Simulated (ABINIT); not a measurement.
The system is GaP.

```
Ga P
1.0
     0.00000    2.72525    2.72525
     2.72525    0.00000    2.72525
     2.72525    2.72525    0.00000
Ga P
1 1
Direct
  0.00000 0.00000 0.00000
  0.75000 0.75000 0.75000
```

Base run:

| Item | Value |
| --- | --- |
| Program | ABINIT 10.8.3 (patched build) |
| Functional | WC |
| Potentials or basis | JTH PAW PBE v2.0 |
| Cutoff | 544 eV |
| k mesh | 8 × 8 × 8 |
| Occupations | fermi-dirac, width 0.05 eV |
| Spin | spin-orbit coupling, no magnetisation |

Its results: band gap on the k mesh 1.48 eV, indirect (least direct gap 1.68 eV); pressure -0.5 GPa.

Q: After a change of settings the same cell gave: band gap on the k mesh 1.70 eV, indirect (least direct gap 1.92 eV); pressure 4.6 GPa. Which change was it?
A. functional from WC to PBE
B. functional from WC to RPBE
C. functional from WC to BP86; spin from spin-orbit coupling, no magnetisation to no spin polarisation
D. functional from WC to PBE; spin from spin-orbit coupling, no magnetisation to no spin polarisation

A: B.

RPBE binds less tightly than WC, so the same cell stands under more pressure.

Caveats: the PAW data sets were made with another functional, which shifts forces and pressure a little.
